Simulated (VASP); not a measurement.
# KI in VASP: further runs

The runs below take KI through single point, with PBEsol.

Program: VASP 6.6.1. These are calculated values, not measurements. Logs are shortened: lines on timing, memory, paths and dates and some standing lists are left out, and cuts for length are marked.

**Measured values to compare with.**

From a printed reference work, monograph, for a bulk crystal of KI: band gap 6.32 eV.

The runs below are set against these values where they give the same quantity.

## 1. The cell of the first run

The structure is cubic, space group Fm-3m (No. 225). The conventional cell has a = 7.066 Å, b = 7.066 Å, c = 7.066 Å, α = 90.00°, β = 90.00°, γ = 90.00°. I (site symmetry m-3m) has 6 K at 3.53 Å within 4.6 Å. Within 4.6 Å of K (site symmetry m-3m) lie 6 I at 3.53 Å.

## 2. Single point, PBEsol

The input, INCAR:

```
PREC = Accurate ; ENCUT = 520
EDIFF = 1E-7 ; ISMEAR = 0
SIGMA = 0.02 ; LREAL = False
LASPH = True ; NELM = 100
ALGO = Normal ; ISIF = 2
LWAVE = False ; LCHARG = False
GGA = PS ; NBANDS = 15
```

The input, KPOINTS:

```
regular mesh
0
Gamma
  7 7 7
```

The input, POSCAR:

```
KI
1.0
    0.0000000000      3.5327750000      3.5327750000
    3.5327750000      0.0000000000      3.5327750000
    3.5327750000      3.5327750000      0.0000000000
I K
1 1
Direct
    0.5000000000      0.5000000000      0.5000000000
    0.0000000000      0.0000000000      0.0000000000
```

Potentials or basis: VASP PAW PBE potentials, release 64 (I, K_sv).

Run with:

```
$ cat potpaw_PBE.64/I/POTCAR potpaw_PBE.64/K_sv/POTCAR > POTCAR
$ mpirun -np 1 vasp_std > vasp.out
```

OUTCAR:

```text
PREC = Accurate
   ENCUT = 520
   EDIFF = 1E-7
   ISMEAR = 0
   LREAL = False
   LASPH = True
   NELM = 100
   ISIF = 2
   GGA = PS

 ion  position               nearest neighbor table
   1  0.500  0.500  0.500-   2 3.53   2 3.53   2 3.53   2 3.53   2 3.53   2 3.53
   2  0.000  0.000  0.000-   1 3.53   1 3.53   1 3.53   1 3.53   1 3.53   1 3.53

  LATTYP: Found a face centered cubic cell.
 ALAT       =     7.0655500000

  Lattice vectors:

 A1 = (   0.0000000000,   3.5327750000,   3.5327750000)
 A2 = (   3.5327750000,   0.0000000000,   3.5327750000)
 A3 = (   3.5327750000,   3.5327750000,   0.0000000000)

Analysis of symmetry for initial positions (statically):
=====================================================================
 Subroutine PRICEL returns:
 Original cell was already a primitive cell.

 Routine SETGRP: Setting up the symmetry group for a
 face centered cubic supercell.

 Subroutine GETGRP returns: Found 48 space group operations
 (whereof 48 operations were pure point group operations)
 out of a pool of 48 trial point group operations.

The static configuration has the point symmetry O_h .

Analysis of symmetry for dynamics (positions and initial velocities):
=====================================================================
 Subroutine PRICEL returns:
 Original cell was already a primitive cell.

 Routine SETGRP: Setting up the symmetry group for a
 face centered cubic supercell.

 Subroutine GETGRP returns: Found 48 space group operations
 (whereof 48 operations were pure point group operations)
 out of a pool of 48 trial point group operations.

The dynamic configuration has the point symmetry O_h .

 Subroutine INISYM returns: Found 48 space group operations
 (whereof 48 operations are pure point group operations),
 and found     1 'primitive' translations

----------------------------------------------------------------------------------------

                                     Primitive cell

  volume of cell :      88.1816

  direct lattice vectors                    reciprocal lattice vectors
     0.000000000  3.532775000  3.532775000    -0.141531799  0.141531799  0.141531799
     3.532775000  0.000000000  3.532775000     0.141531799 -0.141531799  0.141531799
     3.532775000  3.532775000  0.000000000     0.141531799  0.141531799 -0.141531799

  length of vectors
     4.996098318  4.996098318  4.996098318     0.245140266  0.245140266  0.245140266

  position of ions in fractional coordinates (direct lattice)
     0.500000000  0.500000000  0.500000000
     0.000000000  0.000000000  0.000000000

  ion indices of the primitive-cell ions
[... 83 lines left out ...]
   EMIN   =  10.00;   EMAX   =-10.00  energy-range for DOS
   EFERMI =   0.00;   METHOD = LEGACY
   ISMEAR =     0;   SIGMA  =   0.02  broadening in eV -4-tet -1-fermi 0-gaus
   EFERMI_NEDOS =   21; number of points for ismear=-14 and -15
   IALGO  =     38    algorithm
   IMIX   =      4    mixing-type and parameters
     AMIX     =   0.40;   BMIX     =  1.00
     AMIX_MAG =   1.60;   BMIX_MAG =  1.00
  volume/ion in A,a.u.               =      44.09       297.54
  Fermi-wavevector in a.u.,A,eV,Ry     =   0.926806  1.751409 11.686988  0.858969
  Thomas-Fermi vector in A             =   2.052808
   LORBIT       =      0    0 simple, 1 ext, 2 COOP (PROOUT), +10 PAW based schemes
   GGA     = PS    functional components
   LHFCALC =     F    Hartree Fock is set to
   AEXX    =    0.0000 exact exchange contribution
   IVDW    =     0    specifies the selected vdW correction
   LEPSILON=     F    determine dielectric tensor
   LRPA    =     F    only Hartree local field effects (RPA)
 non-spin polarized calculation
 Gauss-broadening in eV      SIGMA  =   0.02
  energy-cutoff  :      520.00
  volume of cell :       88.18
 maximum number of plane-waves:      2421
 NGX is ok and might be reduce to    40
   NGX = 19   NGY = 19   NGZ = 19

 number of electron      15.9999999 magnetization

 Free energy of the ion-electron system (eV)
  ---------------------------------------------------
  ext. energy  EPLUGINS =         0.00000000
  ---------------------------------------------------
  free energy    TOTEN  =        -5.81462913 eV

  energy without entropy =       -5.81462913  energy(sigma->0) =       -5.81462913

 E-fermi :  -0.3100     XC(G=0):  -7.3417

 val. band max:       -0.5085555267   @ k =   0.0000   0.0000   0.0000
 cond. band min:       3.3056132091   @ k =   0.0000   0.0000   0.0000
 fundamental gap:      3.8141687358
 Fermi energy:        -0.3099653962

 k-point     1 :       0.0000    0.0000    0.0000
  band No.  band energies     occupation
      1     -28.8344      2.00000
      2     -12.3868      2.00000
      3     -12.3868      2.00000
      4     -12.3868      2.00000
      5     -11.0457      2.00000
      6      -0.5086      2.00000
      7      -0.5086      2.00000
      8      -0.5086      2.00000
      9       3.3056      0.00000
     10       5.9200      0.00000
     11       5.9200      0.00000
     12       5.9200      0.00000
     13       6.6601      0.00000
     14       6.6601      0.00000
[... 329 lines left out ...]
      2     -12.4571      2.00000
      3     -12.4220      2.00000
      4     -12.4069      2.00000
      5     -10.8312      2.00000
      6      -1.3200      2.00000
      7      -1.2989      2.00000
      8      -0.9990      2.00000
      9       5.4796      0.00000
     10       6.1676      0.00000
     11       6.2637      0.00000
     12       7.6095      0.00000
     13       8.2158      0.00000
     14       8.7742      0.00000
     15       9.5639      0.00000

------------------------ aborting loop because EDIFF is reached ----------------------------------------

  FORCE on cell =-STRESS in cart. coord.  units (eV):
  Direction    XX          YY          ZZ          XY          YZ          ZX
  --------------------------------------------------------------------------------------
  -------------------------------------------------------------------------------------
  Total       -0.1394453     -0.1394453     -0.1394453     -0.0000000     -0.0000000      0.0000000
  in kB       -2.5335910     -2.5335910     -2.5335910     -0.0000000     -0.0000000      0.0000000
  external PRESSURE =      -2.5335910 kB  Pullay stress =       0.0000000 kB

 VOLUME and BASIS-vectors are now :
 -----------------------------------------------------------------------------
  energy-cutoff  :      520.00
  volume of cell :       88.18
      direct lattice vectors                 reciprocal lattice vectors
     0.000000000  3.532775000  3.532775000    -0.141531799  0.141531799  0.141531799
     3.532775000  0.000000000  3.532775000     0.141531799 -0.141531799  0.141531799
     3.532775000  3.532775000  0.000000000     0.141531799  0.141531799 -0.141531799

 POSITION                                       TOTAL-FORCE (eV/Angst)
 -----------------------------------------------------------------------------------
      3.53277      3.53277      3.53277         0.000000     -0.000000     -0.000000
      0.00000      0.00000      0.00000        -0.000000      0.000000      0.000000
 -----------------------------------------------------------------------------------
    total drift:                                0.000000     -0.000000     -0.000000

  FREE ENERGIE OF THE ION-ELECTRON SYSTEM (eV)
  ---------------------------------------------------
  free  energy   TOTEN  =        -5.8146291291 eV

  energy  without entropy=       -5.8146291291  energy(sigma->0) =       -5.81462913
```

stdout:

```text
POSCAR found type information on POSCAR I K
 POSCAR found :  2 types and       2 ions
 scaLAPACK will be used
 -----------------------------------------------------------------------------
|                                                                             |
|                                                                             |
|     You enforced a specific xc type in the INCAR file but a different       |
|     I HOPE YOU KNOW WHAT YOU ARE DOING!                                     |
|                                                                             |
 -----------------------------------------------------------------------------

 LDA part: xc-table for (Slater+PW92), standard interpolation
 POSCAR, INCAR and KPOINTS ok, starting setup
 FFT: planning ... GRIDC
 FFT: planning ... GRID_SOFT
 FFT: planning ... GRID
 WAVECAR not read
 entering main loop
```

Wall time 36 s (1 thread of Intel Xeon 8259CL, shared host); peak memory 0.24 GiB.

Results:

| Property | Result |
| --- | --- |
| Free energy | -5.8146 eV |
| Pressure | -0.3 GPa |
| Band gap on the k mesh | 3.81 eV |

Caveat: the PAW data sets were made with another functional, which shifts forces and pressure a little; spin-orbit coupling is left out, which moves the levels of the heavy elements; an odd mesh through Γ misses points on the zone boundary, where band edges can lie.

## 3. Single point, PBEsol

This run uses another cell than the first one, of 42.34 Å³/atom.

The input, INCAR:

```
SYSTEM = KI
ALGO = Normal
EDIFF = 1E-6
ENCUT = 520
GGA = PS
ISIF = 2
ISMEAR = -1
LASPH = .TRUE.
LCHARG = .TRUE.
LELF = .TRUE.
LREAL = .FALSE.
LVHAR = .TRUE.
LWAVE = .FALSE.
NBANDS = 15
NELM = 100
PREC = Accurate
SIGMA = 0.05
```

The input, KPOINTS:

```
k-points
0
G
  6 6 6
  0 0 0
```

The input, POSCAR:

```
KI
1.0
    0.0000000000      3.4621195000      3.5327750000
    3.4621195000      0.0000000000      3.5327750000
    3.4621195000      3.4621195000      0.0000000000
I K
1 1
Direct
    0.5000000000      0.5000000000      0.5000000000
    0.0000000000      0.0000000000      0.0000000000
```

Potentials or basis: VASP PAW PBE potentials, release 64 (I, K_sv).

Run with:

```
$ cat potpaw_PBE.64/I/POTCAR potpaw_PBE.64/K_sv/POTCAR > POTCAR
$ mpirun -np 1 vasp_std > vasp.out
```

Run time: 40 s. Hardware: 1 thread of Intel Xeon 8259CL, shared host; peak memory 0.24 GiB.

The run converged. Its results:

```yaml
Free_energy: -5.8127 eV
Pressure: 0.3 GPa
Band_gap_on_the_k_mesh: 3.90 eV
```

Stress tensor (GPa, compression positive):
```
 0.44  0.00  0.00
 0.00  0.44  0.00
 0.00  0.00 -0.12
```

Levels at points of the mesh, in eV from the valence-band top:
```tsv
k point	band 5	band 6	band 7	band 8	band 9	band 10	band 11	band 12
(0.00, 0.00, 0.00)	-10.60	-0.01	0.00	0.00	3.90	6.32	6.44	6.44
(0.50, 0.00, 0.00)	-10.25	-1.45	-0.39	-0.38	5.42	7.71	8.07	8.22
(0.50, 0.50, 0.00)	-10.45	-1.10	-0.38	-0.38	4.76	5.76	8.07	8.79
(0.50, 0.00, 0.50)	-10.44	-1.08	-0.42	-0.40	4.74	5.76	8.12	8.81
```

Caveat: the PAW data sets were made with another functional, which shifts forces and pressure a little; spin-orbit coupling is left out, which moves the levels of the heavy elements.

## 4. Single point, PBEsol

This run uses another cell than the first one, of 43.21 Å³/atom.

The input, INCAR:

```
SYSTEM = KI
  PREC = Accurate
  ENCUT = 520
  EDIFF = 1E-6
  ISMEAR = -1
  SIGMA = 0.05
  LREAL = .False.
  LASPH = .True.
  NELM = 100
  ALGO = Normal
  ISIF = 2
  LWAVE = .False.
  LCHARG = .False.
  GGA = PS
  NBANDS = 15
```

The input, KPOINTS:

```
Automatic mesh
0
Gamma
  6 6 6
  0 0 0
```

The input, POSCAR:

```
KI
1.0
    0.0000000000      3.4974472500      3.5327750000
    3.4974472500      0.0000000000      3.5327750000
    3.4974472500      3.4974472500      0.0000000000
I K
1 1
Direct
    0.5000000000      0.5000000000      0.5000000000
    0.0000000000      0.0000000000      0.0000000000
```

Potentials or basis: VASP PAW PBE potentials, release 64 (I, K_sv).

Run with:

```
$ cat potpaw_PBE.64/I/POTCAR potpaw_PBE.64/K_sv/POTCAR > POTCAR
$ mpirun -np 1 vasp_std > vasp.out
```

OUTCAR:

```text
SYSTEM = KI
   PREC = Accurate
   ENCUT = 520
   EDIFF = 1E-6
   ISMEAR = -1
   LREAL = .False.
   LASPH = .True.
   NELM = 100
   ISIF = 2
   GGA = PS

 ion  position               nearest neighbor table
   1  0.500  0.500  0.500-   2 3.50   2 3.50   2 3.50   2 3.50   2 3.53   2 3.53
   2  0.000  0.000  0.000-   1 3.50   1 3.50   1 3.50   1 3.50   1 3.53   1 3.53

  LATTYP: Found a body centered tetragonal cell.
 ALAT       =     4.9461373346
 C/A-ratio  =     1.4284985479

  Lattice vectors:

 A1 = (  -3.4974472500,   0.0000000000,   3.5327750000)
 A2 = (   3.4974472500,   0.0000000000,   3.5327750000)
 A3 = (   0.0000000000,   3.4974472500,  -3.5327750000)

Analysis of symmetry for initial positions (statically):
=====================================================================
 Subroutine PRICEL returns:
 Original cell was already a primitive cell.

 Routine SETGRP: Setting up the symmetry group for a
 body centered tetragonal supercell.

 Subroutine GETGRP returns: Found 16 space group operations
 (whereof 16 operations were pure point group operations)
 out of a pool of 16 trial point group operations.

[... 175 lines left out ...]
      5     -10.9729      2.00000
      6      -0.4063      2.00000
      7      -0.4032      2.00000
      8      -0.4032      2.00000
      9       3.4514      0.00000
     10       5.9709      0.00000
     11       6.0338      0.00000
     12       6.0338      0.00000
     13       6.7476      0.00000
     14       6.7877      0.00000
[... 401 lines left out ...]
      2     -12.3268      2.00000
      3     -12.2803      2.00000
      4     -12.2677      2.00000
      5     -10.7731      2.00000
      6      -1.4245      2.00000
      7      -0.9563      2.00000
      8      -0.7879      2.00000
      9       4.7951      0.00000
     10       5.7833      0.00000
     11       7.2779      0.00000
     12       7.7876      0.00000
     13       8.5155      0.00000
     14       8.9289      0.00000
     15       9.4621      0.00000

 [... further k-points ...]

------------------------ aborting loop because EDIFF is reached ----------------------------------------

  FORCE on cell =-STRESS in cart. coord.  units (eV):
  Direction    XX          YY          ZZ          XY          YZ          ZX
  --------------------------------------------------------------------------------------
  -------------------------------------------------------------------------------------
  Total        0.0389436      0.0389436     -0.0984073      0.0000000      0.0000000     -0.0000000
  in kB        0.7219349      0.7219349     -1.8242711      0.0000000      0.0000000     -0.0000000
  external PRESSURE =      -0.1268004 kB  Pullay stress =       0.0000000 kB

 VOLUME and BASIS-vectors are now :
 -----------------------------------------------------------------------------
  energy-cutoff  :      520.00
  volume of cell :       86.43
      direct lattice vectors                 reciprocal lattice vectors
     0.000000000  3.497447250  3.532775000    -0.142961413  0.142961413  0.141531799
     3.497447250  0.000000000  3.532775000     0.142961413 -0.142961413  0.141531799
     3.497447250  3.497447250  0.000000000     0.142961413  0.142961413 -0.141531799

 POSITION                                       TOTAL-FORCE (eV/Angst)
 -----------------------------------------------------------------------------------
      3.49745      3.49745      3.53277         0.000000     -0.000000      0.000000
      0.00000      0.00000      0.00000         0.000000      0.000000     -0.000000
 -----------------------------------------------------------------------------------
    total drift:                                0.000000     -0.000000     -0.000000

  FREE ENERGIE OF THE ION-ELECTRON SYSTEM (eV)
  ---------------------------------------------------
  free  energy   TOTEN  =        -5.8155576992 eV

  energy  without entropy=       -5.8155576992  energy(sigma->0) =       -5.81555770
```

stdout:

```text
POSCAR found type information on POSCAR I K
 POSCAR found :  2 types and       2 ions
 scaLAPACK will be used
 -----------------------------------------------------------------------------
|                                                                             |
|                                                                             |
|     You enforced a specific xc type in the INCAR file but a different       |
|     I HOPE YOU KNOW WHAT YOU ARE DOING!                                     |
|                                                                             |
 -----------------------------------------------------------------------------

 LDA part: xc-table for (Slater+PW92), standard interpolation
 POSCAR, INCAR and KPOINTS ok, starting setup
 FFT: planning ... GRIDC
 FFT: planning ... GRID_SOFT
 FFT: planning ... GRID
 WAVECAR not read
 entering main loop
```

It took 41 s on 1 thread of Intel Xeon 8259CL, shared host; peak memory 0.25 GiB.

Results:

* Free energy: -5.8156 eV
* Pressure: 0.0 GPa
* Band gap on the k mesh: 3.85 eV

Stress tensor (GPa, compression positive):
```
 0.07  0.00  0.00
 0.00  0.07  0.00
 0.00  0.00 -0.18
```

Levels at points of the mesh, in eV from the valence-band top:
| k point | band 5 | band 6 | band 7 | band 8 | band 9 | band 10 | band 11 | band 12 |
| --- | --- | --- | --- | --- | --- | --- | --- | --- |
| (0.00, 0.00, 0.00) | -10.57 | 0.00 | 0.00 | 0.00 | 3.85 | 6.37 | 6.44 | 6.44 |
| (0.50, 0.00, 0.00) | -10.25 | -1.40 | -0.36 | -0.36 | 5.40 | 7.66 | 8.07 | 8.14 |
| (0.50, 0.50, 0.00) | -10.42 | -1.06 | -0.38 | -0.38 | 4.79 | 5.71 | 8.07 | 8.72 |
| (0.50, 0.00, 0.50) | -10.41 | -1.05 | -0.40 | -0.39 | 4.79 | 5.72 | 8.10 | 8.74 |

Caveat: the PAW data sets were made with another functional, which shifts forces and pressure a little; spin-orbit coupling is left out, which moves the levels of the heavy elements.

## 5. The runs side by side

```csv
cell,k mesh,smearing,gap on the mesh (eV),pressure (GPa)
"a = 4.996 Å, angles 60.0°, 2 atoms",7 × 7 × 7,gaussian 0.02 eV,3.81,-0.3
"a = 4.946, b = 4.946, c = 4.896 Å, angles 60.3, 60.3, 59.3°, 2 atoms",6 × 6 × 6,fermi-dirac 0.05 eV,3.90,0.3
"a = 4.971, b = 4.971, c = 4.946 Å, angles 60.2, 60.2, 59.7°, 2 atoms",6 × 6 × 6,fermi-dirac 0.05 eV,3.85,0.0
```

Alike in all rows: task single point; level PBEsol; potentials or basis VASP PAW PBE potentials, release 64 (I, K_sv); no spin polarisation; cutoff (eV) 520.

Caveats: the PAW data sets were made with another functional, which shifts forces and pressure a little; spin-orbit coupling is left out, which moves the levels of the heavy elements; an odd mesh through Γ misses points on the zone boundary, where band edges can lie (at least some runs).

Total energies depend on the potentials used, so only differences within one code and one set of settings carry meaning.

## 6. Against experiment

Step 2. Against the measured gap of KI, 6.32 eV (a printed reference work, monograph), the calculated 3.81 eV is off by -2.51 eV. Spin-orbit coupling on I is left out. The value is that of PBEsol on a finite k mesh, which can miss the band edges, without temperature or zero-point motion. Semilocal functionals fall short of measured gaps as a rule.
